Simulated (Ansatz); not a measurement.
**ZrS₂ under strain**

Method: Ansatz, DFT PBEsol, scalar-relativistic, plane waves, PAW. (420 eV cutoff, 12×12×6 k-mesh, Gaussian smearing of 0.02 eV, no spin polarisation)

The relaxed crystal:

```xyz
3
Lattice="3.6274 0.0000 0.0000 -1.8137 3.1414 0.0000 0.0000 0.0000 5.8868" Properties=species:S:1:pos:R:3 pbc="T T T"
Zr    0.0000    0.0000    0.0000
S     1.8137    1.0471    4.4337
S     0.0000    2.0943    1.4531
```

Deformation: c alone is stretched, the rest of the cell is held and the atoms relax, all within the symmetry that the strain leaves. Energies are extrapolated to zero smearing. Gaps are Kohn–Sham gaps over the whole zone.

| strain (%) | ΔE (meV/atom) | a (Å) | b (Å) | c (Å) | gap (eV) |
| --- | --- | --- | --- | --- | --- |
| -3.0 | 1.7 | 3.627 | 3.627 | 5.710 | 0.61 |
| -2.0 | 0.7 | 3.627 | 3.627 | 5.769 | 0.67 |
| -1.0 | 0.2 | 3.627 | 3.627 | 5.828 | 0.72 |
| +0.0 | 0.0 | 3.627 | 3.627 | 5.887 | 0.76 |
| +1.0 | 0.1 | 3.627 | 3.627 | 5.946 | 0.81 |
| +2.0 | 0.5 | 3.627 | 3.627 | 6.005 | 0.85 |
| +3.0 | 1.0 | 3.627 | 3.627 | 6.063 | 0.86 |

What stiffness (1/V) d²E/dε² at zero strain does a cubic fit over all points give?

A cubic fit gives (1/V) d²E/dε² = 21 GPa at zero strain (the elastic constant along c at held a and b).

How fast does the gap move with strain on either side?

47 meV per percent on the compressed side and 45 meV per percent on the stretched side; it is indirect at -1.0 %, indirect at zero and indirect at +1.0 %.